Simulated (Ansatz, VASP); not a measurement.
# AlRu3: VASP beside Ansatz

Contents of INCAR:

```
SYSTEM = AlRu3
PREC = Accurate ; ENCUT = 520
EDIFF = 1E-6 ; ISMEAR = 0
SIGMA = 0.1 ; LREAL = .False.
LASPH = .True. ; NELM = 60
ALGO = Fast ; ISIF = 2
LWAVE = .False. ; LCHARG = .True.
GGA = PE ; LELF = .True.
LVHAR = .True. ; NBANDS = 30
```

Contents of KPOINTS:

```
Automatic mesh
0
Gamma
  6 6 6
  0 0 0
```

File POSCAR:

```
AlRu3
1.0
    0.0000000000      3.1214948900      3.1214948900
    3.1214948900      0.0000000000      3.1214948900
    3.1214948900      3.1214948900      0.0000000000
Al Ru
1 3
Direct
    0.0000000000      0.0000000000      0.0000000000
    0.2500000000      0.2500000000      0.2500000000
    0.7500000000      0.7500000000      0.7500000000
    0.5000000000      0.5000000000      0.5000000000
```

Input for Ansatz:

```yaml
crystal:
  lattice:
    - [0.0, 3.12149489, 3.12149489]
    - [3.12149489, 0.0, 3.12149489]
    - [3.12149489, 3.12149489, 0.0]
  atoms:
    - { symbol: Al, position: [0.0, 0.0, 0.0] }
    - { symbol: Ru, position: [0.25, 0.25, 0.25] }
    - { symbol: Ru, position: [0.75, 0.75, 0.75] }
    - { symbol: Ru, position: [0.5, 0.5, 0.5] }
basis:
  ecutwfc: 420
kpoints:
  mp_grid: { grid: [6, 6, 6] }
hamiltonian:
  xc: pbe
scf:
  occupations: { method: gaussian, width: 0.1 }
  lower_state_search: "off"
output:
  forces: true
  stress: true
  eigenvalues: true
```

Change from the starting cell: species swapped into the Li3Pt type (Fm-3m, No. 225).

Alike in both runs: task single point; functional PBE; k mesh 6 × 6 × 6; occupations gaussian, width 0.1 eV; no spin polarisation.

|  | VASP | Ansatz |
| --- | --- | --- |
| version | VASP 6.6.1 | Ansatz 0.2.0 |
| potentials or method | VASP PAW PBE potentials, release 64 (Al, Ru_pv) | scalar-relativistic, plane waves, PAW |
| plane-wave cutoff (eV) | 520 | 420 |
| valence electrons in the cell | 45 | 51 |

|  | VASP | Ansatz | Ansatz less VASP |
| --- | --- | --- | --- |
| gap on the k mesh at the Fermi level (eV) | none | none | - |
| pressure (GPa) | -16.7 | -16.6 | +0.09 |

A gap of «none» marks a metal or a gap that the smearing closes. The two sets of potentials don't hold the same shells in valence.

Caveats: so large a pressure means that the cell lies far from this level's equilibrium, or that cutoff or potentials fall short (VASP).
